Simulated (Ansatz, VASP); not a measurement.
**Ba: VASP beside Ansatz**

```
Ba
1.0
     0.00000    3.18897    3.18897
     3.18897    0.00000    3.18897
     3.18897    3.18897    0.00000
Ba
1
Direct
  0.00000 0.00000 0.00000
```

Change from the starting cell: volume scaled by 0.96.

Alike in both runs: task single point; functional RPBE; dispersion D4; k mesh 7 × 7 × 7; occupations gaussian, width 0.1 eV; no spin polarisation.

```csv
,VASP,Ansatz
version,VASP 6.6.1,Ansatz 0.2.0
potentials or method,"VASP PAW PBE potentials, release 64 (Ba_sv), cutoff 520 eV","all-electron LAPW, scalar-relativistic"
```

VASP gave:

- gap on the k mesh at the Fermi level (eV): none
- pressure (GPa): 0.2
- dispersion energy (meV/atom): -216.8

Task: Estimate Ansatz's values.

Result: gap on the k mesh at the Fermi level (eV): none; pressure (GPa): 0.2; dispersion energy (meV/atom): -217.0.

A gap of «none» marks a metal or a gap that the smearing closes. Ansatz ran all-electron here, so the differences hold the error of VASP's frozen core and of both bases.

Caveats: pairwise dispersion overbinds metals, which lowers pressure and volume; the PAW data sets were made with another functional, which shifts forces and pressure a little (VASP). The runs have no spin-orbit coupling, so splittings on Ba are missing.
